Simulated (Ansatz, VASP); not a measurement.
## Ir in VASP and in Ansatz

The input INCAR:

```
SYSTEM = Ir
PREC = Accurate
ENCUT = 600
EDIFF = 1E-6
ISMEAR = 0
SIGMA = 0.1
LREAL = .False.
LASPH = .True.
NELM = 100
ALGO = Normal
ISIF = 3
LWAVE = .False.
LCHARG = .False.
GGA = PE
IBRION = 2
NSW = 90
EDIFFG = -0.04
```

KPOINTS

```
regular mesh
0
Gamma
  6 6 6
  0 0 0
```

POSCAR

```
Ir
1.0
    0.0000000000      2.4626725258      3.9084577817
    1.7274522211      0.0000000000      3.9084577817
    1.7274522211      2.4626725258      0.0000000000
Ir
2
Direct
    0.0871000000      0.0871000000      0.9129000000
    0.9129000000      0.9129000000      0.0871000000
```

Input for Ansatz:

```yaml
crystal:
  lattice:
    - [0.0, 2.4626725258, 3.9084577817]
    - [1.7274522211, 0.0, 3.9084577817]
    - [1.7274522211, 2.4626725258, 0.0]
  atoms:
    - { symbol: Ir, position: [0.0871, 0.0871, 0.9129] }
    - { symbol: Ir, position: [0.9129, 0.9129, 0.0871] }
basis:
  ecutwfc: 420
kpoints:
  mp_grid: { grid: [6, 6, 6] }
hamiltonian:
  xc: pbe
scf:
  occupations: { method: gaussian, width: 0.1 }
  lower_state_search: "off"
output:
  forces: true
  stress: true
  eigenvalues: true
relax:
  adjacent_minimum: "off"
  f_tol: 0.04
  max_steps: 70
  cell: { stress_tol: 0.4 }
```

Alike in both runs: task relaxation of cell and atoms; functional PBE; k mesh 6 × 6 × 6; occupations gaussian, width 0.1 eV; no spin polarisation.

|  | VASP | Ansatz |
| --- | --- | --- |
| version | VASP 6.6.1 | Ansatz 0.2.0 |
| potentials or method | VASP PAW PBE potentials, release 64 (Ir) | scalar-relativistic, plane waves, PAW |
| plane-wave cutoff (eV) | 600 | 420 |
| valence electrons in the cell | 18 | 34 |

```tsv
	VASP	Ansatz	Ansatz less VASP
gap on the k mesh at the Fermi level, each at its own relaxed structure (eV)	none	none	-
relaxed volume (Å³/atom)	15.41	16.19	+0.782
relaxed cell length with the largest relative difference (Å)	5.477	4.669	-0.8079
energy change over the relaxation (meV/atom)	-17012	-30523	-13510.7
```

A gap of «none» marks a metal or a gap that the smearing closes. One of these differences is far larger than is usual between the two programs; its cause wasn't traced. The two sets of potentials don't hold the same shells in valence.

Caveats: the k mesh is coarse (spacing up to 0.39 Å⁻¹), so the values aren't converged. The runs have no spin-orbit coupling, so splittings on Ir are missing.
